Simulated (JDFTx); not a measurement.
Runs of JDFTx 1.7.0 (patched build) on HfO2. The structure is cubic, space group Fm-3m (No. 225). The conventional cell has a = 5.115 Å, b = 5.115 Å, c = 5.115 Å, α = 90.00°, β = 90.00°, γ = 90.00°. Hf (site symmetry m-3m) is surrounded by 8 O at 2.21 Å. O (site symmetry -43m) is surrounded by 4 Hf at 2.21 Å. Measurements of this composition are mostly on another form, of space group No. 14.

```tsv
task	level	potentials or basis	U	k mesh	cutoff (eV)	smearing	max SCF steps	SCF threshold on the energy	solver of the electrons	further solve for the empty bands	SCF threshold on the residual	gap on the mesh (eV)	pressure (GPa)
single point	BLYP	PseudoDojo-SR-PBE-0.5-standard	-	9 × 9 × 9	1143	fermi-dirac 0.05 eV	100	1e-09 Ha	scf	yes	-	3.92	1.6
single point	PBEsol	PseudoDojo-SR-PBEsol-0.4.1-standard with smoothed tails	-	9 × 9 × 9	1143	gaussian 0.02 eV	100	1e-09 Ha	scf	yes	-	3.75	-13.1
single point	RPBE+U	SPMS-PBE-1.0 with smoothed tails	Hf d U = 5.3 eV	6 × 6 × 6	1361	fermi-dirac 0.1 eV	100	1e-09 Ha	scf	yes	-	(a)	5.4
single point	PBEsol	PseudoDojo-SR-PBEsol-0.4.1-standard with smoothed tails	-	9 × 9 × 9	1143	fermi-dirac 0.05 eV	100	1e-09 Ha	scf	yes	-	3.75	-13.1
```

Alike in all rows: no spin polarisation; cell as given.

Q: Estimate the missing entries.

A: (a) 4.79.

Caveats: spin-orbit coupling is left out, which moves the levels of the heavy elements; an odd mesh through Γ misses points on the zone boundary, where band edges often lie (some runs); the potentials were made for another functional, which shifts forces and pressure (some runs).

A k mesh can miss the band edges, and the runs leave out spin-orbit coupling on Hf.

Runs at the PBE level aren't shown here.
